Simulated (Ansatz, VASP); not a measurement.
# Two plane-wave programs on Ca

Contents of INCAR:

```
SYSTEM = Ca
PREC     = Accurate       ! precision mode
ENCUT    = 520            ! plane-wave cutoff, eV
EDIFF    = 1E-6           ! SCF threshold, eV
ISMEAR   = -1             ! smearing method
SIGMA    = 0.1            ! smearing width, eV
LREAL    = .False.        ! projectors in reciprocal space
LASPH    = .True.         ! aspherical terms in the spheres
NELM     = 80             ! most SCF steps
ALGO     = Normal         ! electronic algorithm
ISIF     = 2              ! what is computed and relaxed
LWAVE    = .False.        ! write WAVECAR
LCHARG   = .False.        ! write CHGCAR
GGA      = RP             ! functional
NBANDS   = 11             ! bands
```

File KPOINTS:

```
regular mesh
0
Gamma
  11 11 11
  0 0 0
```

The input POSCAR:

```
Ca
1.0
   -2.1705666310      2.1705666310      2.1705666310
    2.1705666310     -2.1705666310      2.1705666310
    2.1705666310      2.1705666310     -2.1705666310
Ca
1
Direct
    0.0000000000      0.0000000000      0.0000000000
```

Input for Ansatz:

```yaml
crystal:
  lattice:
    - [-2.170566631, 2.170566631, 2.170566631]
    - [2.170566631, -2.170566631, 2.170566631]
    - [2.170566631, 2.170566631, -2.170566631]
  atoms:
    - { symbol: Ca, position: [0.0, 0.0, 0.0] }
hamiltonian:
  xc: rpbe
  pseudopotentials:
    kind: paw
    azcp:
      Ca: "pseudopotentials/Ca.paw.azcp"
basis:
  ecutwfc: 420
  fft_grid_basis: typed
kpoints:
  mp_grid: { grid: [11, 11, 11], shift: [0, 0, 0] }
magnetization:
  spin_polarized: false
scf:
  occupations: { method: fermi_dirac, width: 0.1 }
  lower_state_search: "off"
output:
  stress: true
```

Alike in both runs: task single point; functional RPBE; k mesh 11 × 11 × 11; occupations fermi-dirac, width 0.1 eV; no spin polarisation.

|  | VASP | Ansatz |
| --- | --- | --- |
| version | VASP 6.6.1 | Ansatz 0.2.0 |
| potentials or method | VASP PAW PBE potentials, release 64 (Ca_sv) | plane waves (420 eV) with PAW, scalar-relativistic |
| plane-wave cutoff (eV) | 520 | 420 |
| valence electrons in the cell | 10 | 10 |

```tsv
	VASP	Ansatz	Ansatz less VASP
pressure (GPa)	1.5	1.5	-0.02
```

Caveats: the PAW data sets were made with another functional, which shifts forces and pressure a little (VASP).
